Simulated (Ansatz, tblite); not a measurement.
## A script for LiBr (GFN2-xTB)

These are simulated results from tblite 0.8.0, not measurements. The cell was built from a prototype and was relaxed with r2SCAN in plane waves (Ansatz 0.2.0). Not every such cell is a known phase. All runs are without spin polarisation.

Space group Fm-3m (No. 225), cubic; a = 5.479 Å in the conventional setting, 20.56 Å³ an atom. Around Li lie 6 Br at 2.74 Å; around Br lie 6 Li at 2.74 Å.

tblite solves periodic systems at the zone centre alone, so the script builds a cluster of 2×2×2 conventional cells (64 atoms), which folds in a coarse mesh of k points.

The script, run.py:

```python
import json
from ase import Atoms
from ase.build import make_supercell
from ase.units import Bohr, GPa, Hartree
from tblite.interface import Calculator

atoms = Atoms(['Li', 'Br'],
              cell=[[0.0, 2.73956504, 2.73956504], [2.73956504, 0.0, 2.73956504], [2.73956504, 2.73956504, 0.0]],
              scaled_positions=[[0.0, 0.0, 0.0], [0.5, 0.5, 0.5]],
              pbc=True)
cluster = make_supercell(atoms, [[-2, 2, 2], [2, -2, 2], [2, 2, -2]])
calc = Calculator('GFN2-xTB', cluster.numbers, cluster.positions / Bohr, lattice=cluster.cell[:] / Bohr, periodic=cluster.pbc)
calc.set('temperature', 0.02 / Hartree)
calc.set('max-iter', 150)
res = calc.singlepoint()
levels = res.get('orbital-energies') * Hartree
nv = round(res.get('orbital-occupations').sum() / 2)
cells = len(cluster) // len(atoms)
out = {'energy_per_cell': res.get('energy') * Hartree / cells, 'homo': levels[nv - 1], 'lumo': levels[nv],
       'stress': (-res.get('virial') * Hartree / cluster.get_volume() / GPa).tolist(), 'charges': res.get('charges')[:len(atoms)].tolist(), 'electrons': 2 * nv / cells}
json.dump(out, open('results.json', 'w'))
for key, value in out.items():
    print(key, value)
```

Command: `python run.py`. It took 5.6 s on 1 thread of Arm Neoverse V1, on a shared host, peak memory 0.12 GiB.

What it printed:

```
------------------------------------------------------------
  cycle        total energy    energy error   density error
------------------------------------------------------------
      1     -141.1659859493  -1.4136782E+02   2.8449827E-01
      2     -142.6711807513  -1.5051948E+00   1.2800042E-01
      3     -143.0996641280  -4.2848338E-01   3.8580295E-02
      4     -143.0734191527   2.6244975E-02   4.5276746E-02
      5     -143.1490401858  -7.5621033E-02   1.1521569E-02
      6     -143.1548027602  -5.7625744E-03   2.4211086E-04
      7     -143.1547330959   6.9664288E-05   1.3034012E-03
      8     -143.1548047526  -7.1656652E-05   7.6987702E-05
      9     -143.1548050123  -2.5979065E-07   1.5072205E-06
------------------------------------------------------------

 total:                                   4.951 sec
energy_per_cell -121.7325206385612
homo -12.779057721972897
lumo -5.463361763305911
stress [[4.299030278502691, -2.815693465266618e-14, -7.348660094099072e-15], [-2.808594816584144e-14, 4.299030278502798, 1.3685425961305154e-14], [-7.317945207453528e-15, 1.3778291940010177e-14, 4.299030278502771]]
charges [0.44707629607693433, -0.447067918712969]
electrons 8.0
```

The cycle table is in hartree for the whole cluster, and the lines after it are in eV (the energy for one cell). The printed stress is in GPa and positive in compression, and the pressure is its mean diagonal.

GFN2-xTB gives a gap of 7.32 eV. On the same cell, plane-wave PBE (Ansatz, 8×8×8 k points and the special points) gives a gap of 4.99 eV and r2SCAN a gap of 5.88 eV; on shared hosts these took about 1.2 and 2.9 core-seconds on the 2-atom cell, against 5.6 for the script. Semilocal gaps usually lie below measured ones. xTB was fitted to molecules, so gaps, charges and pressures of solids can be far off, and the gap also depends on the size of the cluster.

The same script was run on cells scaled at fixed shape and fractional coordinates:

| volume (Å³/atom) | energy (meV/atom) | pressure (GPa, positive in compression) | gap (eV) |
| --- | --- | --- | --- |
| 18.09 | 114.5 | 11.17 | 7.44 |
| 19.33 | 44.0 | 7.25 | 7.39 |
| 20.56 | 0.0 | 4.30 | 7.32 |
| 21.79 | -24.1 | 2.07 | 7.23 |
| 23.03 | -33.2 | 0.37 | 7.12 |

The minimum lies beyond the largest of these volumes.

xTB was fitted mostly to molecules, and a small cluster samples few k points, so gaps, pressures and kinks along a curve can be far from a solid's.

The runs are scalar-relativistic, without spin-orbit coupling.
